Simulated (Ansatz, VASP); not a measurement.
**PtSe2 (Sudovikovite) in VASP and in Ansatz**

```
CELL_PARAMETERS angstrom
3.72400 0.00000 0.00000
-1.86200 3.22508 0.00000
0.00000 0.00000 5.06200
ATOMIC_POSITIONS crystal
Pt 0.00000 0.00000 0.00000
Se 0.66667 0.33333 0.75000
Se 0.33333 0.66667 0.25000
```

Alike in both runs: task single point; functional PBE; k mesh 8 × 8 × 5; occupations gaussian, width 0.1 eV; no spin polarisation.

|  | VASP | Ansatz |
| --- | --- | --- |
| version | VASP 6.6.1 | Ansatz 0.2.0 |
| potentials or method | VASP PAW PBE potentials, release 64 (Pt, Se) | Ansatz PAW |
| plane-wave cutoff (eV) | 520 | 420 |
| valence electrons in the cell | 22 | 50 |

Ansatz gave:

| Property | Result |
| --- | --- |
| gap on the k mesh at the Fermi level (eV) | none |
| pressure (GPa) | 7.3 |
| largest component of the traceless stress (GPa) | 1.22 |
| rms of the force components (eV/Å) | 0.278 |

**Question.** Estimate VASP's values.

**Answer.** gap on the k mesh at the Fermi level (eV): none; pressure (GPa): 7.3; largest component of the traceless stress (GPa): 1.23; rms of the force components (eV/Å): 0.282.

Atom by atom the forces differ by 0.004 eV/Å (rms over components). A gap of «none» marks a metal or a gap that the smearing closes. The functional is the same, so the differences come from potentials, cutoffs and numerics. The two sets of potentials don't hold the same shells in valence.

The runs have no spin-orbit coupling, so splittings on Pt are missing.
